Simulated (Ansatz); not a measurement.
A series in volume per atom on ZrC

All results are calculated (Ansatz 0.2.0). Periodic Kohn-Sham DFT of a crystal at fixed atoms; pressure and stress are positive in compression; the energy is the free energy less that of spherical unpolarised free atoms; site moments are those in the method's own spheres, positive along +z.

Cell of the first row (space group F-43m, No. 216):
```
CELL_PARAMETERS angstrom
0.00000 2.49370 2.49370
2.49370 0.00000 2.49370
2.49370 2.49370 0.00000
ATOMIC_POSITIONS crystal
Zr 0.00000 0.00000 0.00000
C 0.25000 0.25000 0.25000
```

Settings of every row: method all-electron LAPW; functional PBE; relativity scalar; k mesh 11x11x11; filling fermi-dirac; smearing width 0.03 eV; basis error target 1 meV/atom; nucleus gaussian.

Atom start moment: 0 on all atoms.

Limits: the cell comes from a prototype or a list of computed structures and needn't be the stable phase.

| row | volume per atom (Å³) | pressure (GPa) | energy less free atoms (eV/atom) |
| --- | --- | --- | --- |
| 1 | 15.506 | 10.037 | -8.4772 |
| 2 | 15.993 | 4.725 | -8.4994 |
| 3 | 16.488 | 0.023 | -8.5066 |
| 4 | 16.982 | ? | ? |
| 5 | 17.477 | -7.617 | -8.482 |

Question: what pressure and energy less free atoms should row 4 give?

Worked fit of pressure. Take u = (V_r/V)^(2/3) − 1 with V_r = 16.241 Å³ an atom, which is twice the finite (Eulerian) strain; such expansions in the strain, on which the Birch-Murnaghan equation of state is built, carry the rest volume and the bulk modulus. The shown rows have u = 0.03136, 0.01031, -0.01001, -0.04772. Least squares give pressure = 2.2879 + 231.407 × u + 499.8 × u² GPa; a straight line predicts inner rows, each left out in turn, worse (root mean square 0.49 against 0.0037 GPa). The rows lie off it by 0.001, -0.002, 0.001, 0.000. The pressure vanishes at u = -0.0101, or V = 16.49 Å³ an atom, and there the bulk modulus at fixed shape and fractions is B = −V dP/dV = (2/3)(1 + u) dP/du = 146 GPa. The withheld row has u = -0.02931, so the fit gives 2.2879 + 231.407 × (-0.02931) + 499.8 × (-0.02931)² = -4.065 GPa.

The calculation gave -4.065 GPa. The fit meets it to the printed digit.

Worked fit of energy less free atoms. Take u = (V_r/V)^(2/3) − 1 with V_r = 16.241 Å³ an atom, which is twice the finite (Eulerian) strain; such expansions in the strain, on which the Birch-Murnaghan equation of state is built, carry the rest volume and the bulk modulus. The shown rows have u = 0.03136, 0.01031, -0.01001, -0.04772. Least squares give energy less free atoms = −8.50484 + 0.3426 × u + 17.203 × u² eV/atom; a straight line predicts inner rows, each left out in turn, worse (root mean square 0.017 against 0.00015 eV/atom). The rows lie off it by 0.0000, 0.0001, -0.0001, 0.0000. Its lowest point lies at u = -0.0100, or V = 16.49 Å³ an atom, and the curvature there gives the bulk modulus at fixed shape and fractions, B = (4/9)(1 + u)² E″(u)/V = 146 GPa. The withheld row has u = -0.02931, so the fit gives −8.50484 + 0.3426 × (-0.02931) + 17.203 × (-0.02931)² = -8.5001 eV/atom.

The calculation gave -8.5002 eV/atom. The fit lies 0.0001 eV/atom (0.34 % of the column's range) above it, one unit of the last digit.
